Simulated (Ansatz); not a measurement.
Crystal: CdTe.

```
CELL_PARAMETERS angstrom
0.00000 3.20500 3.20500
3.20500 0.00000 3.20500
3.20500 3.20500 0.00000
ATOMIC_POSITIONS crystal
Te 0.75000 0.75000 0.75000
Cd 0.00000 0.00000 0.00000
```

| Item | Value |
| --- | --- |
| Program | Ansatz 0.2.0 |
| Task | relaxation of cell and atoms |
| Functional | PBE0 |
| Potentials or basis | Ansatz PAW |
| Cutoff | 420 eV (not typed: the program's choice for these potentials) |
| k mesh | 4 × 4 × 4 |
| Occupations | fermi-dirac, width 0.05 eV |
| Spin | no spin polarisation |

At the start: volume 32.92 Å³/atom.

Question: Where does the relaxation end?

Answer: It ends after 5 steps and the volume is 35.39 Å³/atom (+7.5 %); space group F-43m (No. 216, to 0.05 Å).

Step by step:
```
step  energy change (eV)  largest force (eV/Å)  volume (Å³)
   1              0.0000                0.0000        65.84
   2             -0.0276                0.0000        74.10
   3             -0.0461                0.0000        71.25
   4             -0.0467                0.0000        70.79
   5             -0.0494                0.0000        70.79
```

Final structure:
```cif
data_structure
_symmetry_space_group_name_H-M 'P 1'
_symmetry_Int_Tables_number 1
_cell_length_a 4.6433
_cell_length_b 4.6433
_cell_length_c 4.6433
_cell_angle_alpha 60.000
_cell_angle_beta 60.000
_cell_angle_gamma 60.000
_cell_volume 70.79
loop_
_atom_site_label
_atom_site_type_symbol
_atom_site_fract_x
_atom_site_fract_y
_atom_site_fract_z
_atom_site_occupancy
Te1 Te 0.75000 0.75000 0.75000 1
Cd1 Cd 0.00000 0.00000 0.00000 1
```

Caveat: the k mesh is coarse (spacing up to 0.42 Å⁻¹), so the values aren't converged, least of all with exact exchange; the plane-wave basis is chosen anew once the cell has moved, so the energies of steps on either side of that aren't comparable; the PAW data sets come from PBE, with cores solved anew for the run's functional, which leaves a small shift of forces and pressure.
